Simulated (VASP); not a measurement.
Crystal: GaP.

```xyz
4
Lattice="1.9144 1.1053 6.3564 -1.9144 1.1053 6.3564 0.0000 -2.2105 6.3564" Properties=species:S:1:pos:R:3 pbc="T T T"
Ga    0.0000    0.0000    8.3104
Ga    0.0000    0.0000   10.7589
P     0.0000    0.0000    1.1020
P     0.0000    0.0000   17.9673
```

Measurements of this composition are mostly on another form, of space group No. 216.

Program: VASP 6.6.1. Alike in all runs: task band structure; potentials or basis VASP PAW PBE potentials, release 64 (Ga_d, P); no spin polarisation; cell as given; k mesh 9 × 9 × 9; cutoff (eV) 520; smearing gaussian 0.02 eV. Hardware: 1 thread of AMD EPYC 7R43 64-Core Processor (Zen 3), on a shared host.

Q: Order these runs on this cell by their wall time, lowest first.
A. level PBEsol
B. level r2SCAN
C. level TB-mBJ

A: A (710 s), C (1800 s), B (4800 s).

Caveats: the mesh misses the band edges, which the band path finds closer together.
